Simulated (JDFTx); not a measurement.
# KCl under changes of volume

One of the cells (28.294 Å³/atom); the others are scaled copies at fixed shape and fractional positions:

```
K Cl
1.0
     3.83920    0.00000    0.00000
     0.00000    3.83920    0.00000
     0.00000    0.00000    3.83920
K Cl
1 1
Direct
  0.00000 0.00000 0.00000
  0.50000 0.50000 0.50000
```

Measurements of this composition are mostly on another form, of space group No. 225.

```yaml
Program: JDFTx 1.7.0 (patched build)
Functional: PBE
Potentials_or_basis: PseudoDojo-SR-PBE-0.5-standard
Cutoff: 1007 eV
Density_cutoff: 8055 eV
k_mesh: 7 × 7 × 7
Occupations: fermi-dirac, width 0.05 eV
Spin: no spin polarisation
```

| volume (Å³/atom) | energy over the lowest point (meV/atom) | pressure (GPa) | gap on the mesh (eV) |
| --- | --- | --- | --- |
| 26.596 | 5.91 | 1.3 | 5.09 |
| 27.162 | 2.36 | 0.8 | 5.00 |
| 27.728 | ? | ? | ? |
| 28.294 | 0.00 | -0.1 | 4.82 |
| 28.860 | 0.85 | -0.4 | 4.74 |
| 29.426 | 2.87 | -0.7 | 4.66 |
| 29.991 | 5.91 | -1.0 | 4.59 |

**Question.** What does the run at 27.728 Å³/atom give?

**Answer.** Energy over the lowest point 0.44 meV/atom; pressure 0.3 GPa; gap on the mesh 4.91 eV.

Worked out: A Birch-Murnaghan fit of order 3 (a polynomial in V^(-2/3)) to the other rows has its minimum at 28.20 Å³/atom with B0 = V·E''(V) = 18.7 GPa and B' = 4.7. It gives 0.45 meV/atom at 27.728 Å³/atom, against the run's 0.44, and -dE/dV = 0.3 GPa, against 0.3. A straight line through the other rows of the gap, of slope -4.2 eV per unit of ln V, gives 4.91 eV, against the run's 4.91.

Energies are extrapolated to zero smearing.

Caveats: an odd mesh through Γ misses points on the zone boundary, where band edges often lie.
